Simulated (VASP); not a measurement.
## InPd: relaxation of cell and atoms with vdW-DF2

The system is InPd.

```
In Pd
1.0
     3.27188    0.00000    0.00000
     0.00000    3.27188    0.00000
     0.00000    0.00000    3.27188
In Pd
1 1
Direct
  0.00000 0.00000 0.00000
  0.50000 0.50000 0.50000
```

The cell comes from a database or a generator and needn't be the stable form of this composition.

```json
{"Program": "VASP 6.6.1", "Task": "relaxation of cell and atoms", "Functional": "vdW-DF2", "Potentials or basis": "VASP PAW PBE potentials, release 64 (In_d, Pd)", "Cutoff": "600 eV", "k mesh": "8 × 8 × 8", "Occupations": "fermi-dirac, width 0.05 eV", "Spin": "no spin polarisation", "Further INCAR settings": "ALGO = Normal; EDIFF = 1e-06; IBRION = 2; EDIFFG = -0.01; NSW = 40; ISIF = 3"}
```

```json
{"Relaxed volume": "20.32 Å³/atom", "Relaxed cell": "a = 3.438 Å, b = 3.438 Å, c = 3.438 Å, α = 90.00°, β = 90.00°, γ = 90.00°", "Space group after relaxing (to 0.05 Å)": "Pm-3m (No. 221)", "Energy gained by relaxing": "121.8 meV/atom", "Ionic steps": "13", "Pressure after relaxing": "0.1 GPa", "Band gap on the k mesh": "none (metal or under the smearing width)"}
```

Step by step:
| step | energy change (eV) | largest force (eV/Å) | pressure (GPa) | volume (Å³) |
| --- | --- | --- | --- | --- |
| 1 | 0.0000 | 0.0000 | 15.87 | 35.03 |
| 2 | -0.1763 | 0.0000 | -4.92 | 44.57 |
| 3 | -0.2436 | 0.0000 | -0.08 | 40.72 |
| 4 | -0.2436 | 0.0000 | 0.22 | 40.60 |
| 5 | -0.2436 | 0.0000 | 0.18 | 40.60 |
| 6 | -0.2436 | 0.0000 | 0.11 | 40.61 |
| 7 | -0.2436 | 0.0000 | 0.12 | 40.61 |
| 8 | -0.2436 | 0.0000 | 0.12 | 40.61 |
| 9 | -0.2436 | 0.0000 | 0.12 | 40.61 |
| 10 | -0.2436 | 0.0000 | 0.12 | 40.61 |
| 11 | -0.2436 | 0.0000 | 0.12 | 40.61 |
| 12 | -0.2436 | 0.0000 | 0.09 | 40.62 |
| 13 | -0.2436 | 0.0000 | 0.08 | 40.63 |

Final structure:
```xyz
2
Lattice="3.4379 0.0000 0.0000 0.0000 3.4379 0.0000 0.0000 0.0000 3.4379" Properties=species:S:1:pos:R:3 pbc="T T T"
In    0.0000    3.4379    0.0000
Pd    1.7189    1.7189    1.7189
```

Levels at points of the mesh, in eV from the Fermi level:
```tsv
k point	band 7	band 8	band 9	band 10	band 11	band 12	band 13	band 14	band 15
(0.00, 0.00, 0.00)	-3.05	-3.05	-1.88	-1.88	-1.88	4.09	4.09	4.09	7.36
(0.50, 0.00, 0.00)	-4.84	-3.00	-2.62	-2.62	-1.92	-0.95	8.32	8.32	9.89
(0.50, 0.50, 0.00)	-2.82	-2.21	-2.21	-1.51	-1.51	-1.44	0.73	2.14	8.32
(0.50, 0.50, 0.50)	-3.87	-3.87	-1.41	-1.41	-0.93	3.98	3.98	3.98	3.99
```

Run time: 4.5 min on 1 thread of Intel(R) Xeon(R) Platinum 8375C CPU @ 2.90GHz (Ice Lake), with other jobs on the host, peak memory 0.34 GiB.

Caveat: the volume moved by over 15 % at a fixed basis, so the end points are rough; the PAW data sets were made with another functional, which shifts forces and pressure a little.
